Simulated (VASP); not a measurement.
C:

```
C
1.0
     0.00000    1.78337    1.78337
     1.78337    0.00000    1.78337
     1.78337    1.78337    0.00000
C
2
Direct
  0.75000 0.75000 0.75000
  0.50000 0.50000 0.50000
```

This isn't the form of C at room conditions, which is graphite.

A sound run:

| Quantity | Value |
| --- | --- |
| Program | VASP 6.6.1 |
| Task | dielectric tensor |
| Functional | LDA |
| Potentials or basis | VASP PAW LDA potentials, release 64 (C) |
| Cutoff | 800 eV |
| k mesh | 12 × 12 × 12 |
| Occupations | gaussian, width 0.01 eV |
| Spin | no spin polarisation |

It gives band gap on the k mesh 4.12 eV, indirect (least direct gap 5.54 eV).

What do these careless settings give instead: cutoff 650 eV in place of 800 eV; k mesh 7 × 7 × 7 in place of 12 × 12 × 12?

Band gap on the k mesh 4.22 eV, indirect (least direct gap 5.54 eV). The run converged, but these numbers show the error of the settings and aren't properties of the crystal.
